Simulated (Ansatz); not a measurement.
**TiSi in Ansatz: the effect of functional**

Crystal: TiSi.

```
Ti Si
1.0
     1.85180   -2.15916    0.00000
     1.85180    2.15916    0.00000
     0.00000    0.00000    3.87854
Ti Si
1 1
Direct
  0.50000 0.50000 0.00000
  0.00000 0.00000 0.50000
```

The cell comes from a database or a generator and needn't be the stable form of this composition.

The cell isn't the ideal one: volume scaled by 1.06.

Alike in all runs:

| Item | Value |
| --- | --- |
| Program | Ansatz 0.2.0 |
| Task | single point |
| Potentials or basis | Ansatz PAW |
| k mesh | 10 × 10 × 7 |
| Occupations | fermi-dirac, width 0.05 eV |
| Spin | no spin polarisation |

```csv
functional,cutoff,pressure (GPa)
LDA,420 eV (not typed: the program's choice for these potentials),-14.1
PBEsol,420 eV (not typed: the program's choice for these potentials),?
r2SCAN,500 eV (not typed: the program's choice for these potentials),-8.9
```

**Question.** What does the run with functional PBEsol give?

**Answer.** Pressure -11.0 GPa.

Caveats: the PAW data sets come from PBE, with cores solved anew for the run's functional, which leaves a small shift of forces and pressure.

Runs at the PBE level aren't shown here.
